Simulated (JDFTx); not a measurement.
The system is Br.

```xyz
4
Lattice="3.3632 -2.3226 0.0000 3.3632 2.3226 0.0000 0.0000 0.0000 8.7023" Properties=species:S:1:pos:R:3 pbc="T T T"
Br    3.3632    0.6266    3.3948
Br    3.3632    1.6959    7.7459
Br    3.3632   -0.6266    5.3075
Br    3.3632   -1.6959    0.9564
```

Base run:

```yaml
Program: JDFTx 1.7.0 (patched build)
Functional: PBEsol
Potentials_or_basis: PseudoDojo-SR-PBEsol-0.4.1-standard with smoothed tails
Cutoff: 626 eV
Density_cutoff: 5007 eV
k_mesh: 7 × 7 × 3
Occupations: fermi-dirac, width 0.05 eV
Spin: no spin polarisation
```

Its results: band gap on the k mesh 1.81 eV, indirect (least direct gap 1.82 eV); pressure 0.1 GPa; largest force 0.739 eV/Å.

**Question.** The run is repeated on the same cell with these changes: functional from PBEsol to LDA; potentials or basis from PseudoDojo-SR-PBEsol-0.4.1-standard with smoothed tails to PseudoDojo-SR-LDA-0.4.1-standard with smoothed tails; cutoff from 626 eV to 599 eV; density cutoff from 5007 eV to 4789 eV. What comes out?

**Answer.** Band gap on the k mesh 1.73 eV, indirect (least direct gap 1.75 eV); pressure -1.3 GPa; largest force 0.696 eV/Å.

Caveats: the empty levels aren't tightly converged; an odd mesh through Γ misses points on the zone boundary, where band edges often lie.

Not every run made on this cell is shown here.
